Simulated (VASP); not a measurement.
The system is Te.

```
Te
1.0
     4.45400    0.00000    0.00000
    -2.22700    3.85728    0.00000
     0.00000    0.00000    5.92400
Te
3
Direct
  0.26900 0.00000 0.33333
  0.00000 0.26900 0.66667
  0.73100 0.73100 0.00000
```

- Program: VASP 6.6.1
- Task: relaxation of cell and atoms
- Functional: rev-vdW-DF2
- Potentials or basis: VASP PAW PBE potentials, release 64 (Te)
- Cutoff: 600 eV
- k mesh: 9 × 9 × 6
- Occupations: gaussian, width 0.03 eV
- Spin: no spin polarisation

At the start: pressure 0.7 GPa; volume 33.93 Å³/atom.

Q: How do energy, volume and symmetry change on relaxing?

A: Over 9 steps the energy falls by 5.5 meV/atom and the volume is 33.51 Å³/atom (-1.2 %); space group P3_121 (No. 152, to 0.05 Å).

The path:
| step | energy change (eV) | largest force (eV/Å) | pressure (GPa) | volume (Å³) |
| --- | --- | --- | --- | --- |
| 1 | 0.0000 | 0.2283 | 0.75 | 101.78 |
| 2 | -0.0056 | 0.0422 | -0.71 | 104.12 |
| 3 | -0.0071 | 0.0971 | -0.27 | 103.37 |
| 4 | -0.0097 | 0.0847 | -0.22 | 102.88 |
| 5 | -0.0151 | 0.0488 | -0.04 | 101.41 |
| 6 | -0.0127 | 0.0162 | 0.51 | 98.49 |
| 7 | -0.0163 | 0.0248 | 0.15 | 100.33 |
| 8 | -0.0160 | 0.0268 | -0.29 | 100.90 |
| 9 | -0.0165 | 0.0057 | -0.01 | 100.53 |

Final structure:
```yaml
crystal:
  lattice:
    - [4.39517, 0.00000, 0.00000]
    - [-2.19759, 3.80633, 0.00000]
    - [0.00000, 0.00000, 6.00935]
  atoms:
    - { symbol: Te, position: [0.27932, 0.00000, 0.33333] }
    - { symbol: Te, position: [0.00000, 0.27932, 0.66667] }
    - { symbol: Te, position: [0.72068, 0.72068, 0.00000] }
```

Caveat: the PAW data sets were made with another functional, which shifts forces and pressure a little.
